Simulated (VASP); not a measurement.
**Ta under changes of volume**

One of the cells (17.757 Å³/atom); the others are scaled copies at fixed shape and fractional positions:

```
CELL_PARAMETERS angstrom
2.83815 0.00000 0.00000
-1.41907 2.45791 0.00000
0.00000 0.00000 5.09095
ATOMIC_POSITIONS crystal
Ta 0.33333 0.66667 0.25000
Ta 0.66667 0.33333 0.75000
```

This isn't the form of Ta at room conditions, which is bcc.

* Program: VASP 6.6.1
* Functional: LDA
* Potentials or basis: VASP PAW LDA potentials, release 64 (Ta_pv)
* Cutoff: 520 eV
* k mesh: 10 × 10 × 4
* Occupations: fermi-dirac, width 0.05 eV
* Spin: no spin polarisation

```tsv
volume (Å³/atom)	energy over the lowest point (meV/atom)	pressure (GPa)
17.047	?	?
17.402	4.97	4.4
17.757	0.00	0.0
18.112	4.53	-4.1
18.467	17.70	-7.8
```

Q: What does the run at 17.047 Å³/atom give?

A: Energy over the lowest point 20.38 meV/atom; pressure 9.3 GPa.

Worked out: A Birch-Murnaghan fit of order 2 (a polynomial in V^(-2/3)) to the other rows has its minimum at 17.76 Å³/atom with B0 = V·E''(V) = 215 GPa at fixed shape and positions, which overstates the stiffness. It gives 20.48 meV/atom at 17.047 Å³/atom, against the run's 20.38, and -dE/dV = 9.5 GPa, against 9.3.

Energies are extrapolated to zero smearing.
